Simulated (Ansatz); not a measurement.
The cell is COD entry 5910006, as deposited and not checked against the literature; nothing was relaxed. The listed cell was then made from it by scaling, straining or moving an atom.

ZrS₂: DFT, PBE, all-electron PAW with datasets made for the crystal, scalar-relativistic (Ansatz 0.2.0). What sets it apart from a plain run of this crystal: volume scaled by 1.01.

Command: `ansatz run input.yaml --threads 1 --pin off --max-ram 4096MiB --backend cpu --events-out ev --progress --plain --runs-dir out` The run took 8.8 s on 1 thread of Intel(R) Xeon(R) Platinum 8488C (Sapphire Rapids), with other jobs on the host, peak memory 0.53 GiB.

```yaml
crystal:
  lattice:
    - [3.6420589267, 0.0, 0.0]
    - [-1.8210294633, 3.1541155525, 0.0]
    - [0.0, 0.0, 5.8694353587]
  atoms:
    - { symbol: Zr, position: [0.0, 0.0, 0.0] }
    - { symbol: S, position: [0.3333333333, 0.6666666667, 0.2492] }
    - { symbol: S, position: [0.6666666667, 0.3333333333, 0.7508] }
kpoints:
  mp_grid: { grid: [10, 10, 5] }
scf:
  occupations: { method: fermi_dirac, width: 0.01 }
hamiltonian:
  xc: pbe
  pseudopotentials: { kind: all_electron, datasets: crystal }
output:
  forces: true
  stress: true
  eigenvalues: true
  efg: { contact_densities: true }
```

Output (standing set-up lines are left out):

```
hamiltonian.pseudopotentials.datasets: crystal makes datasets for this crystal and solves the spheres of its atoms anew in each pass: cutoff 240.0 eV, the density's 960.0 eV; for an error of 0.50 meV an atom under PBE, 1.5 meV for the cell; an energy difference from a run of another recipe may be off by several times the error for the cell, under r2SCAN by more, where some 0.1 meV an atom stays at smaller errors; S in spheres of 1.196 Å, 6 of its electrons in bands; Zr in spheres of 1.360 Å, 12 of its electrons in bands
Crystal: 3 atoms, lattice volume = 67.425 Å³
PAW one-centre angular grid: S, 110 points (default); XC on its mesh's 1943 points in the sphere
iter 1 solved again at ethr=1.23e-2 eV; its pass at ethr=1.00e-1 eV (dr2=2.95e0 eV) is discarded
SCF iter   1: F=—  HF=-119657.860775 eV  |F-HF|=—  |Δ(HF+E_count)|=         —  Δρ=5.18e-2  dr2=2.92e0  ethr=1.23e-2  ⟨swp⟩=2.3  Hψ=4871  notcnv=0
preconditioner: auto → Resta (q_TF=auto, 2.297 Å⁻¹)  ε∞=5.4  [insulator: Δε(μ)=1.706 eV  Ē_g=8.608 eV  σ=0.010 eV  W_gap=1.00  n_scr=22 (ndim 8)  ℏωp=18.1 eV  f_vac=0.000  D(μ)=0.00/eV (n_scr^D=0)  ε∞_Penn≈5.4]
SCF iter   2: F=—  HF=-119657.176440 eV  |F-HF|=—  |Δ(HF+E_count)|=   6.84e-1  Δρ=2.18e-2  dr2=4.43e-1  ethr=1.22e-2  ⟨swp⟩=3.0  Hψ=1974  notcnv=0  defer=2
SCF iter   3: F=—  HF=-119657.102217 eV  |F-HF|=—  |Δ(HF+E_count)|=   7.42e-2  Δρ=8.17e-3  dr2=4.63e-2  ethr=1.84e-3  ⟨swp⟩=3.7  Hψ=2547  notcnv=0  defer=9
iter 4 solved again at ethr=1.41e-5 eV; its pass at ethr=1.93e-4 eV (dr2=3.38e-3 eV) is discarded
SCF iter   4: F=—  HF=-119657.108800 eV  |F-HF|=—  |Δ(HF+E_count)|=   6.58e-3  Δρ=1.91e-3  dr2=3.46e-3  ethr=1.41e-5  ⟨swp⟩=3.6  Hψ=4852  notcnv=0  defer=22
SCF iter   5: F=—  HF=-119657.109591 eV  |F-HF|=—  |Δ(HF+E_count)|=   7.91e-4  Δρ=6.56e-4  dr2=4.49e-4  ethr=1.41e-5  ⟨swp⟩=3.3  Hψ=2039  notcnv=0  defer=10
SCF iter   6: F=—  HF=-119657.110060 eV  |F-HF|=—  |Δ(HF+E_count)|=   4.69e-4  Δρ=1.53e-4  dr2=1.88e-5  ethr=1.87e-6  ⟨swp⟩=3.2  Hψ=2323  notcnv=0  defer=10
SCF iter   7: F=—  HF=-119657.110109 eV  |F-HF|=—  |Δ(HF+E_count)|=   4.91e-5  Δρ=3.98e-5  dr2=1.24e-6  ethr=7.82e-8  ⟨swp⟩=3.2  Hψ=2057  notcnv=0  defer=8
SCF iter   8: F=—  HF=-119657.110112 eV  |F-HF|=—  |Δ(HF+E_count)|=   3.24e-6  Δρ=1.48e-5  dr2=2.35e-7  ethr=5.15e-9  ⟨swp⟩=3.2  Hψ=2037  notcnv=0  defer=6
SCF iter   9: F=-119657.110113 eV  HF=-119657.110113 eV  |F-HF|=1.56e-8  |Δ(HF+E_count)|=   4.22e-7  Δρ=2.85e-6  dr2=8.62e-9  ethr=9.81e-10  ⟨swp⟩=3.1  Hψ=1992  notcnv=0  defer=5
SCF 1 converged in 9 iterations: F = -119657.110106 eV  dr2 = 8.62e-9
  Residual-converged pass: ⟨swp⟩=4.2  Hψ=2413  notcnv=0  max |occ|·‖R‖ = 6.3e-6 eV (tolerance 6.5e-6 eV)  dr2=9.11e-9  dr2_onsite=3.67e-9  max |Δocc| = 0.0e0
  greatest PAW one-centre occupation: 0.997 electrons in one spin orbital (limit 2), on the Zr atom at site 0 (counted from 0), in its partial waves of l = 0
SCF converged after 9 iterations
Free energy (F): -119657.110106 eV
Harris-Foulkes:  -119657.110106 eV  (|F-HF|=1.56e-8)
Internal energy: -119657.110106 eV  (E = F + TS)
E sigma→0 (E₀):  -119657.110106 eV
Past the cutoff: the bands carry plane waves up to 1.75 times it, of which those up to 1.5 times it add -0.000287 eV an atom, each by itself; the spheres take 0.000137 eV an atom off the energy for waves past 1.75 times it
By the cutoff:   a pressure is off by up to 0.005 GPa (1.2 times the spheres' own share and the shells' term, over an atom's volume, and 0.004 GPa: a bound that held against runs at twice the plane waves)
Past the cutoffs: a stress includes 0.0011 GPa for waves and charges beyond them, in addition to the slope of what the spheres take
In the spheres:  the bands' charges fall short by 1.6e-6 e at most (sound up to 1e-3)
Fermi energy:    8.780291 eV
--- Per-component energies (eV) ---
  The terms above E_closure are by the made datasets' own strengths, without shells solved beside the bands.
--- Forces (eV/Å), atoms counted from 1 ---
  atom   1  Zr     0.00000000     0.00000000     0.00000000
  atom   2  S      0.00000000    -0.00000000    -0.02114822
  atom   3  S      0.00000000     0.00000000     0.02114822
  max |Σ_I F_I| component: 9.25e-18 eV/Å
--- Stress (GPa, compression-positive) ---
        2.155224       0.000000       0.000000
       -0.000000       2.155224       0.000000
        0.000000       0.000000       1.746515
  P = ⅓ Tr σ = 2.0190 GPa (20.190 kbar)
--- PAW observables at the nuclei: V_zz in 10²¹ V/m², potentials from the cell's mean, atoms counted from 1 ---
  atom   1  Zr V_zz =    -1.260983   η = 0.0000   by run symmetry: allowed
            electrostatic potential = -5920.536365 V   contact ρ = 490589.374661 e/Å³
  atom   2  S  V_zz =    +0.117395   η = 0.0000   by run symmetry: allowed
            electrostatic potential = -1634.210352 V   contact ρ = 19786.408301 e/Å³
  atom   3  S  V_zz =    +0.117395   η = 0.0000   by run symmetry: allowed
            electrostatic potential = -1634.210352 V   contact ρ = 19786.408301 e/Å³
--- Band table (eV; the first three rows and the last of 58) ---
  k-point 0: bands = ["-40.6311", "-18.7030", "-18.5437", "-18.5437", "-4.4355", "-2.9282", "3.8214", "5.5574", "5.5574", "8.2462", "8.2462", "8.3514", "9.9047", "9.9047"]
  k-point 1: bands = ["-40.6311", "-18.7033", "-18.5437", "-18.5437", "-4.3555", "-3.0594", "4.1147", "5.5722", "5.5722", "7.7308", "8.1927", "8.1927", "9.8918", "9.8918"]
  k-point 2: bands = ["-40.6311", "-18.7036", "-18.5437", "-18.5437", "-4.1836", "-3.3104", "4.7902", "5.5970", "5.5970", "6.6928", "8.1084", "8.1084", "9.8702", "9.8702"]
  k-point 57: bands = ["-40.6080", "-18.7603", "-18.7061", "-18.6337", "-3.1776", "-3.0522", "4.6390", "4.7729", "5.4196", "6.1498", "6.4936", "6.6401", "10.5980", "11.0188"]
```
